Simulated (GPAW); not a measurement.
Wanted: an ASE script for a GPAW 26.7.0 run.

| Property | Result |
| --- | --- |
| Task | single point |
| Functional | LDA |
| Potentials or basis | the program's PAW data sets (release 1.2.1) made for this functional |
| Cutoff | 800 eV |
| Basis | pw |
| k mesh | 10 × 10 × 6 |
| Occupations | gaussian, width 0.05 eV |
| Spin | no spin polarisation |
| Maxiter | 150 |

The structure of W2C lies in W2C.xyz:

```xyz
3
Lattice="3.0700456420 0.0000000000 0.0000000000 -1.5350228210 2.6587375167 0.0000000000 0.0000000000 0.0000000000 4.6784280000" Properties=species:S:1:pos:R:3 pbc="T T T"
W      1.5350228212      0.8862458388      1.1867721523
W     -0.0000000002      1.7724916779      3.4916558477
C      0.0000000000      0.0000000000      0.0000000000
```

The cell comes from a database or a generator and needn't be the stable form of this composition.

These files were run (other wordings do the same):

run.py

```python
from ase.dft.bandgap import bandgap
from ase.io import read, write
from ase.units import GPa
from gpaw import GPAW, PW

atoms = read('W2C.xyz')

calc = GPAW(mode=PW(800),
            xc='LDA',
            kpts={'size': (10, 10, 6), 'gamma': True},
            occupations={'name': 'methfessel-paxton', 'order': 0, 'width': 0.05},
            nbands=30,
            convergence={'density': 1e-05, 'energy': 1e-05},
            maxiter=150,
            txt='gpaw.txt')
atoms.calc = calc
energy = atoms.get_potential_energy()
forces = atoms.get_forces()
stress = atoms.get_stress()
calc.write('gs.gpw')
write('result.traj', atoms)
print(f'Energy: {energy:.6f} eV')
print('Forces (eV/A):')
print(forces.round(4))
print('Stress (GPa):', (stress / GPa).round(3))
print('Fermi level:', round(calc.get_fermi_level(), 4), 'eV')
print(f'Gap: {bandgap(calc)[0]:.4f} eV, direct: {bandgap(calc, direct=True)[0]:.4f} eV')
```

Potentials or basis: the program's PAW data sets (release 1.2.1) made for this functional, pw.

The run is started by

```bash
$ OMP_NUM_THREADS=1 python run.py
```

It gave:

```json
{
 "Pressure": "-16.8 GPa",
 "Largest force": "0.372 eV/Å",
 "Band gap on the k mesh": "none (metal or under the smearing width)"
}
```

Caveat: so large a pressure means that the cell lies far from this level's equilibrium, or that cutoff or potentials fall short.

Wall time 78 s on 1 thread of Arm Neoverse V1 (shared host), peak memory 0.24 GiB.
